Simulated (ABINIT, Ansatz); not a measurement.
# SiC (Moissanite): changed settings of a GW run in ABINIT, part 2 of 2

What do changed inputs do to GW on SiC (Moissanite)?

ABINIT 10.8.3; PBE and many-body steps on it, plane waves. Known limits of the many-body steps: not at the basis limit; coarse k mesh.

So far. Step 2 (Screening, 6×6×1 mesh, 257 bands, screening to 141.5 eV): Local fields lower ε∞ by 8 %. On a Γ-centred mesh this coarse the value itself is usually too large, while a short band sum pulls it down. Step 3 (Base): The gap on the mesh goes from 2.02 eV to 2.65 eV, a correction of +0.63 eV.

## Step 4: Scissors in G

Level of this step: G0W0 on PBE, plane waves, norm-conserving pseudopotentials (ABINIT).

Contents of run.abi:

```
acell 3*1.0 Angstrom
rprim 
  3.081000000023 -0.000000000005 0.000000000000
  -1.540500000007 2.668224269083 0.000000000000
  0.000000000000 0.000000000000 15.124800000000
ntypat 2
znucl 14 6
natom 12
typat 1 1 1 1 1 1 2 2 2 2 2 2
xred 
  0.000000000000 0.000000000000 0.000000000000
  0.000000000000 0.000000000000 0.500000000000
  0.333333333333 0.666666666667 0.166400000000
  0.666666666667 0.333333333333 0.666400000000
  0.666666666667 0.333333333333 0.332900000000
  0.333333333333 0.666666666667 0.832900000000
  0.333333333333 0.666666666667 0.041200000000
  0.666666666667 0.333333333333 0.541200000000
  0.666666666667 0.333333333333 0.208000000000
  0.333333333333 0.666666666667 0.708000000000
  0.000000000000 0.000000000000 0.374600000000
  0.000000000000 0.000000000000 0.874600000000
pp_dirpath "pseudos"
pseudos "Si.upf, C.upf"
ecut 37
ngkpt 6 6 1
nshiftk 1
shiftk 0 0 0
kptopt 1
chksymbreak 0
istwfk *1
occopt 1
irdwfk 1
optdriver 4
nband 257
gwcalctyp 0
ecutsigx 37
symsigma 1
nkptgw 2
kptgw 
  0.0000000000 0.0000000000 0.0000000000
  0.5000000000 0.0000000000 0.0000000000
bdgw 
  23 26
  23 26
ecuteps 5.2
irdscr 1
ppmodel 1
mbpt_sciss 0.5 eV
indata_prefix "in"
outdata_prefix "out"
tmpdata_prefix "tmp"
```

Started as:

```sh
> OMP_NUM_THREADS=1 mpirun -n 8 abinit run.abi > log
```

The log of the run:

```text
.Version 10.8.3 of ABINIT. v10.8.2 released Aug 2026.

 Symmetries : space group P6_3 m c (#186); Bravais hP (primitive hexag.)
[... echo of the input left out ...]
== DATASET  1 ==================================================================
-   mpi_nproc: 8, omp_nthreads: 1 (-1 if OMP is not activated)

--- !DatasetInfo
iteration_state: {dtset: 1, }
dimensions: {natom: 12, nkpt: 7, mband: 257, nsppol: 1, nspinor: 1, nspden: 1, mpw: 9084, }
cutoff_energies: {ecut:  37.0, pawecutdg:  -1.0, }
electrons: {nelect:   4.80000000E+01, charge:   0.00000000E+00, occopt:   1.00000000E+00, tsmear:   1.00000000E-02, }

 SIGMA: Calculation of the GW corrections

 Based on a program developped by R.W. Godby, V. Olevano, G. Onida, and L. Reining.
 Incorporated in ABINIT by V. Olevano, G.-M. Rignanese, and M. Torrent.
.Using double precision arithmetic ; gwpc =  8

[... cell and pseudopotentials left out ...]
--------------------------------------------------------------------------------

 ==== K-mesh for the wavefunctions ====
 Number of points in the irreducible wedge :     7
[... list of points left out ...]
 Together with 12 symmetry operations and time-reversal symmetry
 yields    36 points in the full Brillouin Zone.

 ==== Q-mesh for screening function ====
 Number of points in the irreducible wedge :     7
[... list of points left out ...]
 Together with 12 symmetry operations and time-reversal symmetry
 yields    36 points in the full Brillouin Zone.

 vcoul_init : cutoff-mode = AUXILIARY_FUNCTION
 q-points for optical limit:   1
     1)      0.000010    0.000020    0.000030
 setmesh: FFT mesh size selected  =    27x   27x  160
          total number of points  =       116640

 Number of electrons calculated from density =   48.0000; Expected =   48.0000
[...]
max omega for Sigma on real axis  [eV]           0.00
 zcut for avoiding poles [eV]                     0.10
 scissor energy [eV]                              0.50

 EPSILON^-1 parameters (SCR file):
 dimension of the eps^-1 matrix on file            431
 dimension of the eps^-1 matrix used               431
 number of plane-waves for wavefunctions          8941
 number of bands                                   257
 number of q-points in IBZ                           7
 number of frequencies                               2
 number of real frequencies                          1
 number of imag frequencies                          1

 matrix elements of self-energy operator (all in [eV])

 Perturbative Calculation

--- !SelfEnergy_ee
iteration_state: {dtset: 1, }
kpoint     : [   0.000,    0.000,    0.000, ]
spin       : 1
KS_gap     :    5.164
QP_gap     :    6.055
Delta_QP_KS:    0.891
data: !SigmaeeData |
     Band     E0 <VxcDFT>   SigX SigC(E0)      Z dSigC/dE  Sig(E)    E-E0       E
       23   6.871 -14.954 -17.604   2.314   0.795  -0.257 -15.222  -0.268   6.604
       24   6.871 -14.954 -17.604   2.314   0.795  -0.257 -15.222  -0.268   6.604
       25  12.036 -12.147  -6.933  -4.561   0.807  -0.239 -11.524   0.623  12.659
[...]
--- !SelfEnergy_ee
iteration_state: {dtset: 1, }
kpoint     : [   0.500,    0.000,    0.000, ]
spin       : 1
KS_gap     :    3.123
QP_gap     :    3.960
Delta_QP_KS:    0.837
data: !SigmaeeData |
     Band     E0 <VxcDFT>   SigX SigC(E0)      Z dSigC/dE  Sig(E)    E-E0       E
[...]
25   8.888 -10.928  -6.753  -3.781   0.819  -0.222 -10.515   0.414   9.302
       26   9.078 -10.777  -6.493  -3.892   0.819  -0.220 -10.365   0.412   9.490

== END DATASET(S) ==============================================================
================================================================================

 -outvars: echo values of variables after computation  --------
           etotal      0.0000000000E+00
            nband         257
             nkpt           7
          spgroup         186
 [... the other variables as echoed above ...]

 Calculation completed.
```

Wall time 24 s (8 MPI ranks of Arm Neoverse V2, shared host); peak memory 2.9 GiB.

This step gave:

```yaml
g0w0_gap_on_the_points_computed: 2.698 eV
starting_gap_on_the_mesh: 2.017 eV
k_of_the_valence_top: 0, 0, 0
k_of_the_conduction_bottom: 0.5, 0, 0
z_at_the_valence_top: 0.795
z_at_the_conduction_bottom: 0.819
least_direct_g0w0_gap_on_the_computed_points: 3.96 eV
```

## Step 5: More bands than the file holds

run.abi, as its differences from that of step 4:

```diff
@@ -34,3 +34,3 @@
 optdriver 4
-nband 257
+nband 1785
 gwcalctyp 0
@@ -48,3 +48,2 @@
 ppmodel 1
-mbpt_sciss 0.5 eV
 indata_prefix "in"
```

The log of the run:

```text
.Version 10.8.3 of ABINIT. v10.8.2 released Aug 2026.

 Symmetries : space group P6_3 m c (#186); Bravais hP (primitive hexag.)
================================================================================
 Values of the parameters that define the memory need of the present run
     intxc =       0    ionmov =       0      iscf =       7    lmnmax =       6
     lnmax =       6     mgfft =     160  mpssoang =       3    mqgrid =    7827
     natom =      12  nloc_mem =       1    nspden =       1   nspinor =       1
    nsppol =       1      nsym =      12    n1xccc =    2501    ntypat =       2
    occopt =       1   xclevel =       2
-    mband =        1785        mffmem =           1         mkmem =           1
       mpw =        9084          nfft =      163840          nkpt =           7
================================================================================
  Rough estimation (10% accuracy) of disk space for files :
================================================================================

--------------------------------------------------------------------------------
------------- Echo of variables that govern the present computation ------------
--------------------------------------------------------------------------------
 -outvars: echo values of preprocessed input variables --------
            acell      1.8897261259E+00  1.8897261259E+00  1.8897261259E+00 Bohr

             bdgw          23      26      23      26
      chksymbreak           0
             ecut      3.70000000E+01 Hartree
          ecuteps      5.20000000E+00 Hartree
         ecutsigx      3.70000000E+01 Hartree
          ecutwfn      3.70000000E+01 Hartree
-          fftalg         312
           irdscr           1
           irdwfk           1

[...]
SIGMA: Calculation of the GW corrections

 Based on a program developped by R.W. Godby, V. Olevano, G. Onida, and L. Reining.
 Incorporated in ABINIT by V. Olevano, G.-M. Rignanese, and M. Torrent.
.Using double precision arithmetic ; gwpc =  8

 Real(R)+Recip(G) space primitive vectors, cartesian coordinates (Bohr,Bohr^-1):
 R(1)=  5.8222462  0.0000000  0.0000000  G(1)=  0.1717550  0.0991628  0.0000000
 R(2)= -2.9111231  5.0422131  0.0000000  G(2)=  0.0000000  0.1983256  0.0000000
 R(3)=  0.0000000  0.0000000 28.5817297  G(3)=  0.0000000  0.0000000  0.0349874
 Unit cell volume ucvol=  8.3907401E+02 bohr^3
 Angles (23,13,12)=  9.00000000E+01  9.00000000E+01  1.20000000E+02 degrees

--- Pseudopotential description ------------------------------------------------
- Si Generated using ONCVPSP code by D. R. Hamann
- 14.00000   4.00000  171031                  znucl, zion, pspdat
12 -101130 2 -1 1510                          pspcod,pspxc,lmax,lloc,mmax
     nproj     2     2     2
  pspatm : epsatm=    9.34321561
         --- l  ekb(1:nproj) -->
[...]
pspatm: atomic psp has been read  and splines computed

- C Generated using ONCVPSP code by D. R. Hamann
-  6.00000   4.00000  171031                  znucl, zion, pspdat
12 -101130 1 -1 1248                          pspcod,pspxc,lmax,lloc,mmax
     nproj     2     2     0
  pspatm : epsatm=    4.31346680
         --- l  ekb(1:nproj) -->
             0    6.481548    0.385504
             1   -4.199961   -0.877517
 pspatm: atomic psp has been read  and splines computed

   3.93312453E+03                                ecore*ucvol(ha*bohr**3)
--------------------------------------------------------------------------------

--- !ERROR
message: |
    Number of bands stored WFK file is less than required.
    WFK mband: 653, self-energy nband: 1785

--- !ERROR
message: |
    Number of bands stored WFK file is less than required.
    WFK mband: 653, self-energy nband: 1785

--- from the log ---
Number of bands stored WFK file is less than required.
    WFK mband: 653, self-energy nband: 1785
```

Elapsed: 2.9 s, on 8 MPI ranks; peak memory 0.06 GiB.

The run stopped with an error after 2.9 s.

The program's words: Number of bands stored WFK file is less than required. WFK mband: 653, self-energy nband: 1785

The fault put into this input: more bands than the file holds.

## Step 6: The runs together

Times are wall times on 8 MPI ranks of Arm Neoverse V2, shared host, good to a factor of about two. A run's time includes the screening step that it read.

```tsv
run	mesh	bands	screening cutoff (eV)	DFT gap (eV)	gap on the mesh (eV)	direct (eV)	ε∞ used	time
base	6×6×1	257	141.5	2.017	2.649	3.910	6.98	3.2 min
scissors in G	6×6×1	257	141.5	2.017	2.698	3.960	6.98	3.2 min
```

## Step 7: What came out

| Item | Value |
| --- | --- |
| base | 2.649 eV |
| scissors in G | 2.698 eV |
| known limits | not at the basis limit; coarse k mesh |

**Reading.** Scissors in G: +0.049 eV against base (keys changed: mbpt_sciss). Bands and cutoff are finite, so the gap is not at the basis limit. The miss can reach some tenths of an eV and take either sign; the mesh is an error of its own. In the G0W0 runs levels were corrected at 2 k points alone, so a gap called «on the mesh» is the least over those, and an edge elsewhere would be missed. The 6×6×1 mesh is coarse for this cell, which bears on the long-range parts of exchange and screening.

[Paths, hosts, dates, memory and timing lines, banners, echoed tables and standing remarks are left out of the program output.]

[Logs are printed without paths, hosts, clocks, repeated set-up lines and the standing remarks that a program may print on its own settings, such as how far it seeks lower states.]

[Runs of the session that timed out or met a known fault of the program may be left out.]

[Hosts, paths, dates, database ids (printed as entryN), source tags and the programs' standing remarks are cut or masked in the printed files.]

[G0W0 gaps are taken among the corrected bands and points alone; a level outside them can change the order at an edge.]

[Where Ansatz stands beside ABINIT at settings called matched, ABINIT's density can come from a denser mesh and the files from another edition; pairs whose starting gaps differed by over 0.03 eV were left out, so agreement reads better than it is.]
